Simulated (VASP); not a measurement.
# ZnS (F-43m) in VASP: further runs

One crystal, ZnS, is run at these levels: PBE; tasks: relaxation of cell and atoms.

All numbers are computed with VASP 6.6.1; they aren't measurements. Logs are shortened: lines on timing, memory, paths and dates and some standing lists are left out, and cuts for length are marked.

### 1 Starting point

It takes space group F-43m (No. 216, cubic). The conventional cell has a = 5.404 Å, b = 5.404 Å, c = 5.404 Å, α = 90.00°, β = 90.00°, γ = 90.00°. Around Zn (site symmetry -43m) lie 4 S at 2.34 Å. Around S (site symmetry -43m) lie 4 Zn at 2.34 Å.

### 2 Relaxation of cell and atoms, PBE

INCAR reads:

```
  ALGO = Fast
  EDIFF = 1E-7
  EDIFFG = -0.002
  ENCUT = 520
  GGA = PE
  IBRION = 2
  ISIF = 3
  ISMEAR = 0
  KPAR = 4
  LASPH = True
  LCHARG = False
  LREAL = False
  LWAVE = False
  NELM = 100
  NSW = 80
  PREC = Accurate
  SIGMA = 0.02
```

KPOINTS reads:

```
k-points
0
Gamma
  10 10 10
```

POSCAR reads:

```
ZnS
1.0
    0.0000000000      2.7020000000      2.7020000000
    2.7020000000      0.0000000000      2.7020000000
    2.7020000000      2.7020000000      0.0000000000
Zn S
1 1
Direct
    0.2500000000      0.2500000000      0.2500000000
    0.0000000000      0.0000000000      0.0000000000
```

Potentials or basis: VASP PAW PBE potentials, release 64 (Zn, S).

The run is started by

```bash
$ cat potpaw_PBE.64/Zn/POTCAR potpaw_PBE.64/S/POTCAR > POTCAR
$ mpirun -np 4 vasp_std > vasp.out
```

OUTCAR:

```text
EDIFF = 1E-7
   EDIFFG = -0.002
   ENCUT = 520
   GGA = PE
   IBRION = 2
   ISIF = 3
   ISMEAR = 0
   LASPH = True
   LREAL = False
   NELM = 100
   NSW = 80
   PREC = Accurate

 ion  position               nearest neighbor table
   1  0.250  0.250  0.250-   2 2.34   2 2.34   2 2.34   2 2.34
   2  0.000  0.000  0.000-   1 2.34   1 2.34   1 2.34   1 2.34

  LATTYP: Found a face centered cubic cell.
 ALAT       =     5.4040000000

  Lattice vectors:

 A1 = (   0.0000000000,   2.7020000000,   2.7020000000)
 A2 = (   2.7020000000,   0.0000000000,   2.7020000000)
 A3 = (   2.7020000000,   2.7020000000,   0.0000000000)

Analysis of symmetry for initial positions (statically):
=====================================================================
 Subroutine PRICEL returns:
 Original cell was already a primitive cell.

 Routine SETGRP: Setting up the symmetry group for a
 face centered cubic supercell.

 Subroutine GETGRP returns: Found 24 space group operations
 (whereof 24 operations were pure point group operations)
 out of a pool of 48 trial point group operations.

The static configuration has the point symmetry T_d .

Analysis of symmetry for dynamics (positions and initial velocities):
=====================================================================
 Subroutine PRICEL returns:
 Original cell was already a primitive cell.

 Routine SETGRP: Setting up the symmetry group for a
 face centered cubic supercell.

 Subroutine GETGRP returns: Found 24 space group operations
 (whereof 24 operations were pure point group operations)
 out of a pool of 48 trial point group operations.

The dynamic configuration has the point symmetry T_d .

 Subroutine INISYM returns: Found 24 space group operations
 (whereof 24 operations are pure point group operations),
 and found     1 'primitive' translations

----------------------------------------------------------------------------------------

                                     Primitive cell

  volume of cell :      39.4535

  direct lattice vectors                    reciprocal lattice vectors
     0.000000000  2.702000000  2.702000000    -0.185048113  0.185048113  0.185048113
     2.702000000  0.000000000  2.702000000     0.185048113 -0.185048113  0.185048113
     2.702000000  2.702000000  0.000000000     0.185048113  0.185048113 -0.185048113

  length of vectors
     3.821205046  3.821205046  3.821205046     0.320512733  0.320512733  0.320512733

  position of ions in fractional coordinates (direct lattice)
     0.250000000  0.250000000  0.250000000
     0.000000000  0.000000000  0.000000000

  ion indices of the primitive-cell ions
   primitive index   ion index
                 1           1
                 2           2

----------------------------------------------------------------------------------------

 KPOINTS: k-points

Automatic generation of k-mesh.
 Grid dimensions read from file:
 generate k-points for:   10   10   10

 Generating k-lattice:

  Cartesian coordinates                     Fractional coordinates (reciprocal lattice)
    -0.018504811  0.018504811  0.018504811     0.100000000  0.000000000  0.000000000
     0.018504811 -0.018504811  0.018504811     0.000000000  0.100000000  0.000000000
     0.018504811  0.018504811 -0.018504811     0.000000000  0.000000000  0.100000000

  Length of vectors
     0.032051273  0.032051273  0.032051273

  Shift w.r.t. Gamma in fractional coordinates (k-lattice)
     0.000000000  0.000000000  0.000000000

 Subroutine IBZKPT returns following result:
 ===========================================

 Found     47 irreducible k-points:

 Following reciprocal coordinates:
            Coordinates               Weight
  0.000000  0.000000  0.000000      1.000000
  0.100000  0.000000  0.000000      8.000000
  0.200000  0.000000  0.000000      8.000000
  0.300000  0.000000  0.000000      8.000000
  0.400000  0.000000  0.000000      8.000000
  0.500000  0.000000  0.000000      4.000000
[... 16 lines left out ...]
  0.300000  0.300000  0.000000      6.000000
  0.400000  0.300000  0.000000     24.000000
 [... further k-points ...]
   k-points           NKPTS =     47   k-points in BZ     NKDIM =     47   number of bands    NBANDS=     13
   number of dos      NEDOS =    301   number of ions     NIONS =      2
   total plane-waves  NPLWV =  21952
   dimension x,y,z NGX =    28 NGY =   28 NGZ =   28
   dimension x,y,z NGXF=    56 NGYF=   56 NGZF=   56
   ions per type =               1   1
   NGX,Y,Z   is equivalent  to a cutoff of  12.18, 12.18, 12.18 a.u.
   NGXF,Y,Z  is equivalent  to a cutoff of  24.36, 24.36, 24.36 a.u.
 SYSTEM =  unknown system
   PREC   = accura    normal or accurate (medium, high low for compatibility)
   ISTART =      0    job   : 0-new  1-cont  2-samecut
   ICHARG =      2    charge: 1-file 2-atom 10-const
   ISPIN  =      1    spin polarized calculation?
   LNONCOLLINEAR =      F non collinear calculations
   LSORBIT =      F    spin-orbit coupling
   LASPH  =      T    aspherical Exc in radial PAW
   ENCUT  =  520.0 eV  38.22 Ry    6.18 a.u.   7.10  7.10  7.10*2*pi/ulx,y,z
   NELM   =    100;   NELMIN=  2; NELMDL= -5     # of ELM steps
   EDIFF  = 0.1E-06   stopping-criterion for ELM
   LREAL  =      F    real-space projection
   EDIFFG = -.2E-02   stopping-criterion for IOM
   NSW    =     80    number of steps for IOM
   IBRION =      2    ionic relax: 0-MD 1-quasi-New 2-CG
   NFREE  =      1    steps in history (QN), initial steepest desc. (CG)
   ISIF   =      3    stress and relaxation
   ISYM   =      2    0-nonsym 1-usesym 2-fastsym
   POTIM  = 0.5000    time-step for ionic-motion
   TEBEG  =    0.0;   TEEND  =   0.0 temperature during run
   PSTRESS=    0.0 pullay stress
   NELECT =      18.0000    total number of electrons
   NUPDOWN=      -1.0000    fix difference up-down
   EMIN   =  10.00;   EMAX   =-10.00  energy-range for DOS
   EFERMI =   0.00;   METHOD = LEGACY
   ISMEAR =     0;   SIGMA  =   0.02  broadening in eV -4-tet -1-fermi 0-gaus
   EFERMI_NEDOS =   21; number of points for ismear=-14 and -15
   IALGO  =     68    algorithm
   IMIX   =      4    mixing-type and parameters
     AMIX     =   0.40;   BMIX     =  1.00
     AMIX_MAG =   1.60;   BMIX_MAG =  1.00
  volume/ion in A,a.u.               =      19.73       133.12
  Fermi-wavevector in a.u.,A,eV,Ry     =   1.260290  2.381602 21.610537  1.588330
  Thomas-Fermi vector in A             =   2.393807
   LORBIT       =      0    0 simple, 1 ext, 2 COOP (PROOUT), +10 PAW based schemes
   GGA     = PE    functional components
   LHFCALC =     F    Hartree Fock is set to
   AEXX    =    0.0000 exact exchange contribution
   IVDW    =     0    specifies the selected vdW correction
   LEPSILON=     F    determine dielectric tensor
   LRPA    =     F    only Hartree local field effects (RPA)
 conjugate gradient relaxation of ions
 non-spin polarized calculation
 RMM-DIIS sequential band-by-band and
 Gauss-broadening in eV      SIGMA  =   0.02
  energy-cutoff  :      520.00
  volume of cell :       39.45
 maximum number of plane-waves:      1073
   NGX = 15   NGY = 15   NGZ = 15

--------------------------------------- Ionic step        1  -------------------------------------------

 number of electron      18.0000000 magnetization

 Free energy of the ion-electron system (eV)
  ---------------------------------------------------
  ext. energy  EPLUGINS =         0.00000000
  ---------------------------------------------------
  free energy    TOTEN  =        -6.84732053 eV

  energy without entropy =       -6.84732053  energy(sigma->0) =       -6.84732053

------------------------ aborting loop because EDIFF is reached ----------------------------------------

  FORCE on cell =-STRESS in cart. coord.  units (eV):
  Direction    XX          YY          ZZ          XY          YZ          ZX
  --------------------------------------------------------------------------------------
  -------------------------------------------------------------------------------------
  Total        0.4360241      0.4360241      0.4360241     -0.0000000      0.0000000      0.0000000
  in kB       17.7065928     17.7065928     17.7065928     -0.0000000      0.0000000      0.0000000
  external PRESSURE =      17.7065928 kB  Pullay stress =       0.0000000 kB
[... 165 lines left out ...]
  energy  without entropy=       -6.8524176496  energy(sigma->0) =       -6.85241765

--------------------------------------- Ionic step        6  -------------------------------------------

 number of electron      17.9999987 magnetization

 Free energy of the ion-electron system (eV)
  ---------------------------------------------------
  ext. energy  EPLUGINS =         0.00000000
  ---------------------------------------------------
  free energy    TOTEN  =        -6.85241777 eV

  energy without entropy =       -6.85241777  energy(sigma->0) =       -6.85241777

 E-fermi :   2.0344     XC(G=0):  -9.5179

 val. band max:        1.8865783942   @ k =   0.0000   0.0000   0.0000
 cond. band min:       3.8970126831   @ k =   0.0000   0.0000   0.0000
 fundamental gap:      2.0104342889
 Fermi energy:         2.0343837379

 k-point     1 :       0.0000    0.0000    0.0000
  band No.  band energies     occupation
      1     -11.0899      2.00000
      2      -4.3599      2.00000
      3      -4.3599      2.00000
      4      -4.3599      2.00000
      5      -3.8896      2.00000
      6      -3.8896      2.00000
      7       1.8866      2.00000
      8       1.8866      2.00000
      9       1.8866      2.00000
     10       3.8970      0.00000
     11       8.2983      0.00000
     12       8.2983      0.00000
     13       8.2983      0.00000
[... 353 lines left out ...]
 k-point    24 :       0.4000    0.3000    0.0000
  band No.  band energies     occupation
      1     -10.1750      2.00000
      2      -4.3595      2.00000
      3      -4.1272      2.00000
      4      -4.1175      2.00000
      5      -3.8629      2.00000
      6      -3.8362      2.00000
      7      -1.8003      2.00000
      8      -0.0198      2.00000
      9       0.1825      2.00000
     10       5.9852      0.00000
     11       6.5523      0.00000
     12      10.5994      0.00000
     13      11.5445      0.00000

 [... further k-points ...]

------------------------ aborting loop because EDIFF is reached ----------------------------------------

  FORCE on cell =-STRESS in cart. coord.  units (eV):
  Direction    XX          YY          ZZ          XY          YZ          ZX
  --------------------------------------------------------------------------------------
  -------------------------------------------------------------------------------------
  Total        0.0001592      0.0001592      0.0001592     -0.0000000     -0.0000000      0.0000000
  in kB        0.0063108      0.0063108      0.0063108     -0.0000000     -0.0000000      0.0000000
  external PRESSURE =       0.0063108 kB  Pullay stress =       0.0000000 kB
[... 17 lines left out ...]
  FREE ENERGIE OF THE ION-ELECTRON SYSTEM (eV)
  ---------------------------------------------------
  free  energy   TOTEN  =        -6.8524177666 eV

  energy  without entropy=       -6.8524177666  energy(sigma->0) =       -6.85241777

 reached required accuracy - stopping structural energy minimisation
```

Run time: 20 s. Hardware: 4 MPI ranks of Intel Xeon Platinum 8559C (Emerald Rapids), shared host; peak memory 0.16 GiB.

What came out:

```
Free energy                            : -6.8524 eV
Relaxed volume                         : 20.20 Å³/atom
Relaxed cell                           : a = 3.852 Å, b = 3.852 Å, c = 3.852 Å, α = 60.00°, β = 60.00°, γ = 60.00°
Space group after relaxing (to 0.05 Å) : F-43m (No. 216)
Energy gained by relaxing              : 2.5 meV/atom
Ionic steps                            : 6
Pressure after relaxing                : 0.0 GPa
Band gap on the k mesh                 : 2.01 eV, direct
```

The path:
| step | energy change (eV) | largest force (eV/Å) | pressure (GPa) | volume (Å³) |
| --- | --- | --- | --- | --- |
| 1 | 0.0000 | 0.0000 | 1.77 | 39.45 |
| 2 | -0.0046 | 0.0000 | -0.51 | 40.71 |
| 3 | -0.0051 | 0.0000 | 0.03 | 40.40 |
| 4 | -0.0051 | 0.0000 | -0.03 | 40.42 |
| 5 | -0.0051 | 0.0000 | 0.02 | 40.40 |
| 6 | -0.0051 | 0.0000 | 0.00 | 40.41 |

Final structure:
```cif
data_structure
_symmetry_space_group_name_H-M 'P 1'
_symmetry_Int_Tables_number 1
_cell_length_a 3.8518
_cell_length_b 3.8518
_cell_length_c 3.8518
_cell_angle_alpha 60.000
_cell_angle_beta 60.000
_cell_angle_gamma 60.000
_cell_volume 40.41
loop_
_atom_site_label
_atom_site_type_symbol
_atom_site_fract_x
_atom_site_fract_y
_atom_site_fract_z
_atom_site_occupancy
Zn1 Zn 0.25000 0.25000 0.25000 1
S1 S 0.00000 0.00000 0.00000 1
```

Levels at points of the mesh, in eV from the valence-band top:
```csv
k point,band 7,band 8,band 9,band 10,band 11,band 12
"(0.00, 0.00, 0.00)",0.00,0.00,0.00,2.01,6.41,6.41
"(0.50, 0.00, 0.00)",-5.14,-0.83,-0.83,3.26,6.94,6.94
"(0.50, 0.50, 0.00)",-4.46,-2.13,-2.13,3.46,4.07,10.81
```

A hybrid or GW would open this gap; PBE tends to underestimate it. PBE usually gives volumes a little too large and moduli too small.

### 3 Relaxation of cell and atoms, PBE

This run uses another cell than the first one, of 20.20 Å³/atom, 1.024 times its volume.

INCAR is that of step 2.

KPOINTS is that of step 2.

POSCAR reads:

```
ZnS                                     
1.0
   -0.0000000000      2.7236257894      2.7236257894
    2.7236257894      0.0000000000      2.7236257894
    2.7236257894      2.7236257894      0.0000000000
  Zn              S             
     1     1
Direct
     0.2500000000000000    0.2500000000000000    0.2500000000000000
     1.0000000000000000    1.0000000000000000    0.0000000000000000
```

Potentials or basis: VASP PAW PBE potentials, release 64 (Zn, S).

The run is started by

```bash
$ cat potpaw_PBE.64/Zn/POTCAR potpaw_PBE.64/S/POTCAR > POTCAR
$ mpirun -np 4 vasp_std > vasp.out
```

OUTCAR:

```text
EDIFF = 1E-7
   EDIFFG = -0.002
   ENCUT = 520
   GGA = PE
   IBRION = 2
   ISIF = 3
   ISMEAR = 0
   LASPH = True
   LREAL = False
   NELM = 100
   NSW = 80
   PREC = Accurate

 ion  position               nearest neighbor table
   1  0.250  0.250  0.250-   2 2.36   2 2.36   2 2.36   2 2.36
   2  0.000  0.000  0.000-   1 2.36   1 2.36   1 2.36   1 2.36

  LATTYP: Found a face centered cubic cell.
 ALAT       =     5.4472515788

  Lattice vectors:

 A1 = (   0.0000000000,   2.7236257894,   2.7236257894)
 A2 = (   2.7236257894,   0.0000000000,   2.7236257894)
 A3 = (   2.7236257894,   2.7236257894,   0.0000000000)

Analysis of symmetry for initial positions (statically):
=====================================================================
 Subroutine PRICEL returns:
 Original cell was already a primitive cell.

 Routine SETGRP: Setting up the symmetry group for a
 face centered cubic supercell.

 Subroutine GETGRP returns: Found 24 space group operations
 (whereof 24 operations were pure point group operations)
 out of a pool of 48 trial point group operations.

The static configuration has the point symmetry T_d .

Analysis of symmetry for dynamics (positions and initial velocities):
[... 183 lines left out ...]
     12       8.2983      0.00000
     13       8.2983      0.00000
[... 354 lines left out ...]
  band No.  band energies     occupation
      1     -10.1751      2.00000
      2      -4.3594      2.00000
      3      -4.1271      2.00000
      4      -4.1173      2.00000
      5      -3.8627      2.00000
      6      -3.8360      2.00000
      7      -1.8004      2.00000
      8      -0.0199      2.00000
      9       0.1824      2.00000
     10       5.9852      0.00000
     11       6.5523      0.00000
     12      10.6005      0.00000
     13      11.5446      0.00000

 [... further k-points ...]

------------------------ aborting loop because EDIFF is reached ----------------------------------------

  FORCE on cell =-STRESS in cart. coord.  units (eV):
  Direction    XX          YY          ZZ          XY          YZ          ZX
  --------------------------------------------------------------------------------------
  -------------------------------------------------------------------------------------
  Total       -0.0006876     -0.0006876     -0.0006876      0.0000000     -0.0000000      0.0000000
  in kB       -0.0272644     -0.0272644     -0.0272644      0.0000000     -0.0000000      0.0000000
  external PRESSURE =      -0.0272644 kB  Pullay stress =       0.0000000 kB

 VOLUME and BASIS-vectors are now :
 -----------------------------------------------------------------------------
  energy-cutoff  :      520.00
  volume of cell :       40.41
      direct lattice vectors                 reciprocal lattice vectors
     0.000000000  2.723625789  2.723625789    -0.183578817  0.183578817  0.183578817
     2.723625789  0.000000000  2.723625789     0.183578817 -0.183578817  0.183578817
     2.723625789  2.723625789  0.000000000     0.183578817  0.183578817 -0.183578817

 POSITION                                       TOTAL-FORCE (eV/Angst)
 -----------------------------------------------------------------------------------
      1.36181      1.36181      1.36181         0.000000      0.000000      0.000000
      0.00000      0.00000      0.00000        -0.000000     -0.000000     -0.000000
 -----------------------------------------------------------------------------------
    total drift:                                0.000000      0.000000      0.000000

  FREE ENERGIE OF THE ION-ELECTRON SYSTEM (eV)
  ---------------------------------------------------
  free  energy   TOTEN  =        -6.8526523726 eV

  energy  without entropy=       -6.8526523726  energy(sigma->0) =       -6.85265237

 reached required accuracy - stopping structural energy minimisation
```

OSZICAR:

```text
N       E                     dE             d eps       ncg     rms          rms(c)
DAV:   1     0.828595175461E+02    0.82860E+02   -0.88508E+03  1222   0.161E+03
DAV:   2    -0.135753990731E+01   -0.84217E+02   -0.80023E+02  1345   0.284E+02
DAV:   3    -0.720424602531E+01   -0.58467E+01   -0.58107E+01  1497   0.708E+01
DAV:   4    -0.727864018347E+01   -0.74394E-01   -0.74354E-01  1402   0.849E+00
DAV:   5    -0.727967064697E+01   -0.10305E-02   -0.10304E-02  1472   0.997E-01    0.657E+00
RMM:   6    -0.687488141218E+01    0.40479E+00   -0.96815E-01  1222   0.104E+01    0.529E+00
RMM:   7    -0.685046126666E+01    0.24420E-01   -0.26927E-01  1222   0.544E+00    0.243E+00
RMM:   8    -0.685290687170E+01   -0.24456E-02   -0.51204E-02  1222   0.211E+00    0.117E+00
RMM:   9    -0.685245748917E+01    0.44938E-03   -0.13989E-02  1222   0.161E+00    0.275E-01
RMM:  10    -0.685246497242E+01   -0.74832E-05   -0.43850E-03  1222   0.752E-01    0.865E-02
RMM:  11    -0.685263143331E+01   -0.16646E-03   -0.14629E-03  1324   0.377E-01    0.986E-02
RMM:  12    -0.685264661523E+01   -0.15182E-04   -0.25607E-04  1225   0.142E-01    0.210E-02
RMM:  13    -0.685265094304E+01   -0.43278E-05   -0.40072E-05  1249   0.632E-02    0.200E-02
RMM:  14    -0.685265223345E+01   -0.12904E-05   -0.13378E-05  1204   0.302E-02    0.188E-02
RMM:  15    -0.685265249585E+01   -0.26241E-06   -0.23023E-06  1066   0.137E-02    0.176E-02
RMM:  16    -0.685265243339E+01    0.62461E-07   -0.20871E-06  1222   0.163E-02    0.840E-03
RMM:  17    -0.685265237260E+01    0.60787E-07   -0.52114E-07  1020   0.685E-03
   1 F= -.68526524E+01 E0= -.68526524E+01  d E =-.685265E+01
```

CONTCAR:

```text
ZnS
   1.00000000000000
     0.0000000000000000    2.7236257894000002    2.7236257894000002
     2.7236257894000002    0.0000000000000000    2.7236257894000002
     2.7236257894000002    2.7236257894000002    0.0000000000000000
  Zn              S
     1     1
Direct
     0.2500000000000000    0.2500000000000000    0.2500000000000000
     0.0000000000000000    0.0000000000000000    0.0000000000000000

  0.00000000E+00  0.00000000E+00  0.00000000E+00
  0.00000000E+00  0.00000000E+00  0.00000000E+00
```

It took 7.3 s on 4 MPI ranks of Intel Xeon Platinum 8559C (Emerald Rapids), shared host; peak memory 0.15 GiB.

Results:

| Quantity | Value |
| --- | --- |
| Free energy | -6.8527 eV |
| Pressure after relaxing | 0.0 GPa |
| Band gap on the k mesh | 2.01 eV, direct |

Final structure:
```yaml
crystal:
  lattice:
    - [0.00000, 2.72363, 2.72363]
    - [2.72363, 0.00000, 2.72363]
    - [2.72363, 2.72363, 0.00000]
  atoms:
    - { symbol: Zn, position: [0.25000, 0.25000, 0.25000] }
    - { symbol: S, position: [0.00000, 0.00000, 0.00000] }
```

Caveat: the relaxation stopped at its first step, so nothing moved.
